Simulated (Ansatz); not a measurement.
## MoS2 monolayer (2H) under uniaxial strain along a, the zigzag direction, with the width clamped

Wanted: the shifts of the zone-centre modes of MoS2 monolayer (2H) with strain.

Main program and level: Ansatz 0.2.0; DFT PBEsol, scalar-relativistic, plane waves, PAW; PAW set soft_1.

## (1) The starting structure

The cell holds 3 atoms: 1 Mo and 2 S. Cell: a = 3.170 Å, b = 3.170 Å, c = 30.000 Å, α = 90.0°, β = 90.0°, γ = 120.0°. Vacuum lies along c. The height across the vacuum is the one that the program set for its solve, not the one typed.

## (2) Relaxation

The cell and atoms are relaxed, since residual forces and stress would shift the frequencies. The program lengthens the typed cell of 20.0 Å along the normal to 30.0 Å, as its cut-off of the electrostatics needs, and moves no atom.

Input file input.yaml:

```yaml
crystal:
  lattice:
    - [3.17, 0.0, 0.0]
    - [-1.585, 2.7453, 0.0]
    - [0.0, 0.0, 20.0]
  atoms:
    - { symbol: Mo, position: [0.333333, 0.666667, 0.5] }
    - { symbol: S, position: [0.666667, 0.333333, 0.5775] }
    - { symbol: S, position: [0.666667, 0.333333, 0.4225] }
  periodic: [true, true, false]
kpoints:
  mp_grid: { grid: [12, 12, 1] }
hamiltonian:
  xc: pbesol
  pseudopotentials: { kind: paw, azcp: { folder: soft_1 }, xc_functional: pbe }
scf:
  occupations: { method: gaussian, width: 0.02 }
output:
  forces: true
  stress: true
  eigenvalues: true
relax:
  adjacent_minimum: "off"
  f_tol: 0.005
  max_steps: 80
  cell: { stress_2d_tol: 0.02 }
```

On the command line:

```bash
$ ansatz run input.yaml --threads 4 --pin off --max-ram 16384MiB --backend cpu --events-out ev --progress --plain --runs-dir out
```

Numbers of over 12 decimals in the logs are rounded to 6 here.

The log of the run:

```text
Warning: crystal.periodic: the lattice vector that does not repeat stood 0.000° off the slab's normal, 20.000 Å along it as the deck builds it. The run solves the slab on a vector along the normal, 30.000 Å long, with every atom where it was (on the deck's vector they left 16.90 Å outside them, and the widest stretch free of ions among them is 1.55 Å). A fractional position that the run reports is one of the run's ce [...]
Warning: the atoms were moved onto the symmetric positions of the space group found under crystal.symmetry.tolerance 1.0e-5 (fractional; no operation is sought that the atoms, as they stand in a round, miss by more than twice it, and no atom is moved by as much as it), and the run uses the moved positions. Before a round's move an operation carried an atom to 4.23e-6 Å from where it should land, the largest such dist [...]
crystal.periodic: the lattice vector that does not repeat stood 0.000° off the slab's normal, 20.000 Å along it as the deck builds it. The run solves the slab on a vector along the normal, 30.000 Å long, with every atom where it was (on the deck's vector they left 16.90 Å outside them, and the widest stretch free of ions among them is 1.55 Å). A fractional position that the run reports is one of the run's cell, which [...]
Engine: ansatz 0.2.0, x86_64-unknown-linux-gnu
Pseudopotentials: kind: paw
Pseudopotential: Mo, paw, valence charge 14, recommended cutoff 420 eV (normal), soft_1/Mo.paw.azcp
Pseudopotential: S, paw, valence charge 6, recommended cutoff 420 eV (normal), soft_1/S.paw.azcp
Functional definition: PBEsol
  exchange = pbesol_x
  correlation = pbesol_c
Crystal: 3 atoms, lattice volume = 261.078 Å³
Basis set: ecut = 420 eV, 5057 PW (Γ), exchange–correlation on 48×48×432 points (8 copies of the dense FFT grid, shifted against one another)
Bands: 17, of which v1, the nominal top of the filled ones, is band 13 counted from 1 (12 counted from 0)
Symmetry: 12 space group operations
Space group: P-6m2 (ITA 187), of the structure as read, at distance tolerance 6.4e-5 Å
k-points: 19 of 144 (time reversal used)
Non-local potential: Mo, projectors of the file, l = 0: 3, l = 1: 2, l = 2: 2, l = 3: 1
Non-local potential: S, projectors of the file, l = 0: 2, l = 1: 2, l = 2: 1
PAW form: soft (Blöchl's): semilocal exchange-correlation on the pseudo side does not see the compensation charge
PAW frozen core: Mo, regenerated for the run's functional, and the local potential with it (the file was generated under x = pbe(κ = 0.804, μ = 0.219515), c = pbe(β = 0.066725))
PAW frozen core: S, regenerated for the run's functional, and the local potential with it (the file was generated under x = pbe(κ = 0.804, μ = 0.219515), c = pbe(β = 0.066725))
PAW one-centre angular grid: Mo, 590 points (default); XC on 64 Gauss nodes
PAW one-centre angular grid: S, 110 points (default); XC on 64 Gauss nodes
Initial density: superposition of atomic densities (neutral atoms: chi_scale 0, normalization atom)
Initial wavefunctions: pseudopotential atomic-orbital guess
Functional: x = pbesol(κ = 0.804, μ = 0.123457), c = pbesol(β = 0.046)
SCF iter   1: F=—  HF=-6671.634193 eV  |F-HF|=—  |Δ(HF+E_count)|=         —  Δρ=3.96e-2  dr2=6.10e0  ethr=3.10e-3  ⟨swp⟩=18.7  Hψ=3799  notcnv=0
preconditioner: auto → none  [insulator: Δε(μ)=1.856 eV  Ē_g=8.953 eV  σ=0.020 eV  W_gap=1.00  n_scr=16 (ndim 8)  ℏωp=9.8 eV  f_vac=0.759  D(μ)=0.00/eV (n_scr^D=0)  ε∞_Penn≈2.2]
SCF iter   2: F=—  HF=-6672.853832 eV  |F-HF|=—  |Δ(HF+E_count)|=    1.22e0  Δρ=5.36e-2  dr2=2.09e1  ethr=3.10e-3  ⟨swp⟩=5.6  Hψ=1313  notcnv=0  recentre
SCF iter   3: F=—  HF=-6670.479501 eV  |F-HF|=—  |Δ(HF+E_count)|=    2.37e0  Δρ=2.00e-2  dr2=1.60e0  ethr=3.10e-3  ⟨swp⟩=5.5  Hψ=1166  notcnv=0
SCF iter   4: F=—  HF=-6670.173857 eV  |F-HF|=—  |Δ(HF+E_count)|=   3.06e-1  Δρ=5.25e-3  dr2=3.21e-2  ethr=3.10e-3  ⟨swp⟩=4.1  Hψ=920  notcnv=0
SCF iter   5: F=—  HF=-6670.167536 eV  |F-HF|=—  |Δ(HF+E_count)|=   6.32e-3  Δρ=1.26e-3  dr2=7.18e-3  ethr=1.24e-4  ⟨swp⟩=3.8  Hψ=862  notcnv=0
SCF iter   6: F=—  HF=-6670.166228 eV  |F-HF|=—  |Δ(HF+E_count)|=   1.31e-3  Δρ=1.16e-4  dr2=1.63e-5  ethr=2.76e-5  ⟨swp⟩=3.8  Hψ=779  notcnv=0
SCF iter   7: F=—  HF=-6670.166237 eV  |F-HF|=—  |Δ(HF+E_count)|=   9.02e-6  Δρ=2.74e-5  dr2=9.55e-7  ethr=6.25e-8  ⟨swp⟩=4.3  Hψ=903  notcnv=0
SCF iter   8: F=—  HF=-6670.166237 eV  |F-HF|=—  |Δ(HF+E_count)|=   4.70e-9  Δρ=8.02e-6  dr2=1.13e-7  ethr=3.85e-10  ⟨swp⟩=13.3  Hψ=2480  notcnv=0
SCF iter   9: F=-6670.166237 eV  HF=-6670.166237 eV  |F-HF|=5.73e-10  |Δ(HF+E_count)|=   1.34e-8  Δρ=9.15e-7  dr2=1.79e-9  ethr=3.85e-10  ⟨swp⟩=5.9  Hψ=1307  notcnv=0
SCF 1 converged in 9 iterations: F = -6670.166237 eV  dr2 = 1.79e-9
  greatest PAW one-centre occupation: 0.999 electrons in one spin orbital (limit 2), on the Mo atom at site 0 (counted from 0), in its partial waves of l = 0
relax step   1: F+E_penalty+E_count = -6670.16623727 eV  Δ(F+E_penalty+E_count) = +0.000e0 eV  max|allowed force component| = 3.176e-2 eV/Å  Δτ_max = 0.0000 Å  P = -1.635 N/m  Ω = 261.078 Å³  fix = [c, alpha, beta]  reactions: c -0.000 N/m  (9 SCF iters, dr2 threshold 1.00e-7 eV, accepted)
Crystal: 3 atoms, lattice volume = 254.526 Å³
Basis set: ecut = 420 eV, 4925 PW (Γ), exchange–correlation on 48×48×432 points (8 copies of the dense FFT grid, shifted against one another)
Initial density: handed on by an earlier stage of this run
Initial wavefunctions: those handed on with the density
iter 1 solved again at ethr=1.40e-5 eV; its pass at ethr=3.10e-3 eV (dr2=3.65e-3 eV) is discarded
SCF iter   1: F=—  HF=-6670.173762 eV  |F-HF|=—  |Δ(HF+E_count)|=         —  Δρ=9.52e-4  dr2=4.26e-3  ethr=1.40e-5  ⟨swp⟩=4.4  Hψ=3765  notcnv=0
preconditioner: auto → none  [insulator: Δε(μ)=1.865 eV  Ē_g=8.217 eV  σ=0.020 eV  W_gap=1.00  n_scr=16 (ndim 8)  ℏωp=9.9 eV  f_vac=0.765  D(μ)=0.00/eV (n_scr^D=0)  ε∞_Penn≈2.4]
SCF iter   2: F=—  HF=-6670.173533 eV  |F-HF|=—  |Δ(HF+E_count)|=   2.30e-4  Δρ=8.65e-4  dr2=6.51e-3  ethr=1.40e-5  ⟨swp⟩=3.9  Hψ=779  notcnv=0
SCF iter   3: F=—  HF=-6670.172931 eV  |F-HF|=—  |Δ(HF+E_count)|=   6.01e-4  Δρ=5.71e-4  dr2=2.17e-3  ethr=1.40e-5  ⟨swp⟩=3.5  Hψ=712  notcnv=0
SCF iter   4: F=—  HF=-6670.172653 eV  |F-HF|=—  |Δ(HF+E_count)|=   2.78e-4  Δρ=2.74e-4  dr2=3.48e-4  ethr=8.34e-6  ⟨swp⟩=1.5  Hψ=360  notcnv=0
SCF iter   5: F=—  HF=-6670.172633 eV  |F-HF|=—  |Δ(HF+E_count)|=   2.00e-5  Δρ=5.91e-5  dr2=2.10e-5  ethr=1.34e-6  ⟨swp⟩=3.2  Hψ=586  notcnv=0
SCF iter   6: F=—  HF=-6670.172628 eV  |F-HF|=—  |Δ(HF+E_count)|=   5.17e-6  Δρ=3.83e-5  dr2=8.09e-6  ethr=8.09e-8  ⟨swp⟩=2.8  Hψ=595  notcnv=0
SCF iter   7: F=—  HF=-6670.172627 eV  |F-HF|=—  |Δ(HF+E_count)|=   1.03e-6  Δρ=1.23e-5  dr2=9.11e-7  ethr=3.11e-8  ⟨swp⟩=2.8  Hψ=592  notcnv=0
SCF iter   8: F=-6670.172627 eV  HF=-6670.172627 eV  |F-HF|=3.54e-8  |Δ(HF+E_count)|=   1.45e-7  Δρ=6.94e-6  dr2=5.71e-8  ethr=1.15e-9  ⟨swp⟩=10.9  Hψ=2079  notcnv=0
SCF 2 converged in 8 iterations: F = -6670.172627 eV  dr2 = 5.71e-8
relax step   2: F+E_penalty+E_count = -6670.17262699 eV  Δ(F+E_penalty+E_count) = -6.390e-3 eV  max|allowed force component| = 1.264e-1 eV/Å  Δτ_max = 0.0186 Å  P = +0.337 N/m  Ω = 254.526 Å³  energy of the carried Pulay correction = +2.554e-4 eV  fix = [c, alpha, beta]  reactions: c +0.000 N/m  (8 SCF iters, dr2 threshold 3.00e-7 eV, accepted)
Crystal: 3 atoms, lattice volume = 256.227 Å³
Basis set: ecut = 420 eV, 4961 PW (Γ), exchange–correlation on 48×48×432 points (8 copies of the dense FFT grid, shifted against one another)
iter 1 solved again at ethr=1.75e-6 eV; its pass at ethr=3.10e-3 eV (dr2=4.56e-4 eV) is discarded
SCF iter   1: F=—  HF=-6670.174564 eV  |F-HF|=—  |Δ(HF+E_count)|=         —  Δρ=4.55e-4  dr2=4.99e-4  ethr=1.75e-6  ⟨swp⟩=4.7  Hψ=3505  notcnv=0
preconditioner: auto → none  [insulator: Δε(μ)=1.800 eV  Ē_g=8.215 eV  σ=0.020 eV  W_gap=1.00  n_scr=16 (ndim 8)  ℏωp=9.8 eV  f_vac=0.767  D(μ)=0.00/eV (n_scr^D=0)  ε∞_Penn≈2.4]
SCF iter   2: F=—  HF=-6670.174440 eV  |F-HF|=—  |Δ(HF+E_count)|=   1.23e-4  Δρ=2.32e-4  dr2=1.86e-4  ethr=1.75e-6  ⟨swp⟩=3.2  Hψ=622  notcnv=0
SCF iter   3: F=—  HF=-6670.174469 eV  |F-HF|=—  |Δ(HF+E_count)|=   2.90e-5  Δρ=2.49e-4  dr2=4.44e-4  ethr=7.17e-7  ⟨swp⟩=3.8  Hψ=770  notcnv=0
SCF iter   4: F=—  HF=-6670.174410 eV  |F-HF|=—  |Δ(HF+E_count)|=   5.99e-5  Δρ=6.02e-5  dr2=1.26e-5  ethr=7.17e-7  ⟨swp⟩=2.5  Hψ=497  notcnv=0
SCF iter   5: F=—  HF=-6670.174408 eV  |F-HF|=—  |Δ(HF+E_count)|=   1.12e-6  Δρ=1.33e-5  dr2=3.31e-7  ethr=4.84e-8  ⟨swp⟩=3.4  Hψ=673  notcnv=0
SCF iter   6: F=-6670.174408 eV  HF=-6670.174408 eV  |F-HF|=2.78e-8  |Δ(HF+E_count)|=   1.86e-8  Δρ=3.06e-6  dr2=3.43e-8  ethr=1.15e-9  ⟨swp⟩=10.8  Hψ=2114  notcnv=0
SCF 3 converged in 6 iterations: F = -6670.174408 eV  dr2 = 3.43e-8
relax step   3: F+E_penalty+E_count = -6670.17440844 eV  Δ(F+E_penalty+E_count) = -1.781e-3 eV  max|allowed force component| = 3.258e-2 eV/Å  Δτ_max = 0.0118 Å  P = +0.078 N/m  Ω = 256.227 Å³  energy of the carried Pulay correction = +1.884e-4 eV  fix = [c, alpha, beta]  reactions: c +0.000 N/m  (6 SCF iters, dr2 threshold 3.00e-7 eV, accepted)
[...]
relax step   4: F+E_penalty+E_count = -6670.17446201 eV  Δ(F+E_penalty+E_count) = -5.357e-5 eV  max|allowed force component| = 8.695e-5 eV/Å  Δτ_max = 0.0016 Å  P = +0.001 N/m  Ω = 256.258 Å³  energy of the carried Pulay correction = +1.872e-4 eV  fix = [c, alpha, beta]  reactions: c +0.000 N/m  (5 SCF iters, dr2 threshold 6.63e-8 eV, accepted)
Initial wavefunctions: pseudopotential atomic-orbital guess (no wavefunctions were taken with the density)
iter 1 solved again at ethr=4.52e-7 eV; its pass at ethr=3.10e-3 eV (dr2=1.18e-4 eV) is discarded
SCF iter   1: F=—  HF=-6670.174283 eV  |F-HF|=—  |Δ(HF+E_count)|=         —  Δρ=1.01e-5  dr2=5.35e-8  ethr=4.52e-7  ⟨swp⟩=6.4  Hψ=5367  notcnv=0
eigensolver tolerance schedule: the retry pair's looser diagonalisation over-reported the residual by 2196.74 of it (diagonalisation noise at 0.47 of the residual, at the tolerance the schedule requests for it); recorded, not acted on — ethr = c·dr2/N_el stays at c = 1.0e-1
preconditioner: auto → none  [insulator: Δε(μ)=1.806 eV  Ē_g=8.212 eV  σ=0.020 eV  W_gap=1.00  n_scr=16 (ndim 8)  ℏωp=9.8 eV  f_vac=0.767  D(μ)=0.00/eV (n_scr^D=0)  ε∞_Penn≈2.4]
SCF iter   2: F=—  HF=-6670.174277 eV  |F-HF|=—  |Δ(HF+E_count)|=   6.16e-6  Δρ=5.48e-6  dr2=8.20e-8  ethr=2.06e-10  ⟨swp⟩=5.8  Hψ=1178  notcnv=0
SCF iter   3: F=—  HF=-6670.174277 eV  |F-HF|=—  |Δ(HF+E_count)|=   7.90e-9  Δρ=4.62e-6  dr2=7.34e-8  ethr=2.06e-10  ⟨swp⟩=3.3  Hψ=598  notcnv=0
SCF iter   4: F=—  HF=-6670.174277 eV  |F-HF|=—  |Δ(HF+E_count)|=   3.23e-9  Δρ=2.12e-6  dr2=5.97e-9  ethr=2.06e-10  ⟨swp⟩=2.1  Hψ=348  notcnv=0
SCF iter   5: F=—  HF=-6670.174277 eV  |F-HF|=—  |Δ(HF+E_count)|=   3.59e-9  Δρ=5.32e-7  dr2=4.43e-10  ethr=2.29e-11  ⟨swp⟩=3.3  Hψ=627  notcnv=0
SCF iter   6: F=—  HF=-6670.174277 eV  |F-HF|=—  |Δ(HF+E_count)|=  1.62e-10  Δρ=1.50e-7  dr2=1.29e-10  ethr=1.70e-12  ⟨swp⟩=3.2  Hψ=684  notcnv=0
SCF iter   7: F=—  HF=-6670.174277 eV  |F-HF|=—  |Δ(HF+E_count)|=  4.55e-12  Δρ=3.12e-8  dr2=3.56e-12  ethr=1.00e-12  ⟨swp⟩=11.8  Hψ=2796  notcnv=0
SCF iter   8: F=-6670.174277 eV  HF=-6670.174277 eV  |F-HF|=2.55e-11  |Δ(HF+E_count)|=  1.91e-11  Δρ=1.39e-8  dr2=5.40e-13  ethr=1.00e-12  ⟨swp⟩=7.9  Hψ=1688  notcnv=0
SCF 5 converged in 8 iterations: F = -6670.174277 eV  dr2 = 5.40e-13
relax step   5: F+E_penalty+E_count = -6670.17427677 eV  Δ(F+E_penalty+E_count) = +1.852e-4 eV  max|allowed force component| = 1.546e-5 eV/Å  Δτ_max = 0.0000 Å  P = +0.000 N/m  Ω = 256.258 Å³  fix = [c, alpha, beta]  reactions: c +0.000 N/m  stress off target by 1.00e-4 N/m on what of the cell is left free  SCF on the basis re-selected at this cell (its energy is not comparable with the rows above)  (8 SCF iters)
basis re-selected at this cell: Δ(F+E_penalty+E_count) = +1.852e-4 eV, ΔP = -0.001 N/m vs the last step (what re-selecting the basis moved, of the pressure what is left beyond the Pulay correction that the steps carried, after the strain that the cell walked since its last selection, with what the two solves' SCF thresholds leave and, on support functions, any second-order correction that the steps lacked; it is no m [...]
SCF converged after 8 iterations
Free energy (F): -6670.174277 eV
Harris-Foulkes:  -6670.174277 eV  (|F-HF|=2.55e-11)
Internal energy: -6670.174277 eV  (E = F + TS)
E sigma→0 (E₀):  -6670.174277 eV
Fermi energy:    -5.065387 eV
--- Per-component energies (eV) ---
  E_band       = -576.720089
  E_kinetic    = 634.928655
  E_local      = -45286.642555  (includes V_loc(G=0)·N_el)
  E_nonlocal   = 219.087805
  E_hartree    = 22210.518083
  E_xc         = -351.935282
  E_vxc        = -385.283877  (∫ρ·V_xc dr)
  E_paw        = -4338.633638  (= ΣΔE_a)
  E_vpaw       = -179.846313  (= ΣTr[D̂ρ^β])
  E_aug_tail   = 0.000040  (compensation charges beyond the density's cutoff)
  E_ewald      = 20242.169416
  E_core_change = 0.333199  (= ΣΔE_core)
  E_smearing   = -0.000000  (= −TS)
  E_closure    = -0.000000  (closes the sum)
  Σ components = -6670.174277   (vs F -6670.174277, Δ=0.00e0)
--- Forces (eV/Å), atoms counted from 1 ---
  atom   1  Mo    -0.00000000     0.00000000     0.00000000
  atom   2  S     -0.00000000    -0.00000000     0.00001546
  atom   3  S      0.00000000    -0.00000000    -0.00001546
  max |Σ_I F_I| component: 1.23e-16 eV/Å
--- 2D stress c σ (N/m, compression-positive) ---
        0.000100      -0.000000      -0.000000
        0.000000       0.000100       0.000000
       -0.000000       0.000000       0.000000
  P = ½ c Tr σ = 0.0001 N/m
--- Band table (eV; the first three rows and the last of 19) ---
  k-point 0: bands = [... 9 lower, -7.8155, -7.4266, -7.4266, -6.0406, -3.0716, -3.0716, -2.7952, -2.7952]
  k-point 1: bands = [... 9 lower, -8.2923, -7.5995, -7.1148, -6.0836, -3.2190, -3.1071, -2.9207, -2.8820]
  k-point 2: bands = [... 9 lower, -8.1506, -8.0049, -7.0302, -6.3013, -3.6041, -3.2856, -3.2095, -2.4509]
  k-point 18: bands = [... 9 lower, -9.5309, -8.9136, -8.1442, -5.9686, -4.1622, -2.9125, -2.2536, -0.8395]
--- Relaxed structure (4 steps of the walk, 4 accepted, 1 SCFs on fresh bases) ---
  F+E_penalty+E_count = -6670.17427677 eV   max|allowed force component| = 1.546e-5 eV/Å   (the final SCF, on the basis selected at the relaxed cell)
  cell:  # Å, volume = 256.2578 Å³
    - [3.140600, 0.0, 0]
    - [-1.570300, 2.719839, 0]
    - [0, 0, 30.0]
  atoms:
    - { symbol: Mo, position: [0.333333, 0.666667, 0.333333] }
    - { symbol: S, position: [0.666667, 0.333333, 0.385281] }
    - { symbol: S, position: [0.666667, 0.333333, 0.281386] }
```

Wall time 11 s (4 threads of Intel Xeon Platinum 8488C (Sapphire Rapids), shared host); peak memory 0.59 GiB; 41 s of CPU time.

Step by step:

```
step  energy less that of the first step (eV)  largest force component (eV/Å)  volume (Å³)
   1                                   0.0000                          0.0318       261.08
   2                                  -0.0064                          0.1264       254.53
   3                                  -0.0082                          0.0326       256.23
   4                                  -0.0082                          0.0001       256.26
  5*                                  -0.0080                          0.0000       256.26
```

Relaxation steps marked * repeat the geometry before them on a plane-wave basis chosen anew for their cell, so energy and pressure can jump there.

The run keeps the 12 symmetry operations that it works with, so distortions that break them were not tested.

```
cell as run  before  after  change
      a (Å)   3.170  3.141  -0.9 %
      b (Å)   3.170  3.141  -0.9 %
```

Final coordinates:

```
Mo S
1.0
     3.14060    0.00000    0.00000
    -1.57030    2.71984    0.00000
     0.00000    0.00000   30.00000
Mo S
1 2
Direct
  0.33333 0.66667 0.33333
  0.66667 0.33333 0.38528
  0.66667 0.33333 0.28139
```

Numbers from this step:

| Property | Result |
| --- | --- |
| gap on the k-mesh | 1.806 eV |
| area per atom | 2.847 Å² |

The relaxation ends with a largest force component of 1.5e-5 eV/Å.

[end of part 1 of 3]

[Logs are printed without paths, hosts, clocks, repeated set-up lines and the standing remarks that a program may print on its own settings, such as how far it seeks lower states.]

[Hosts, paths, dates, database ids (printed as entryN), source tags and the programs' standing remarks are cut or masked in the printed files.]
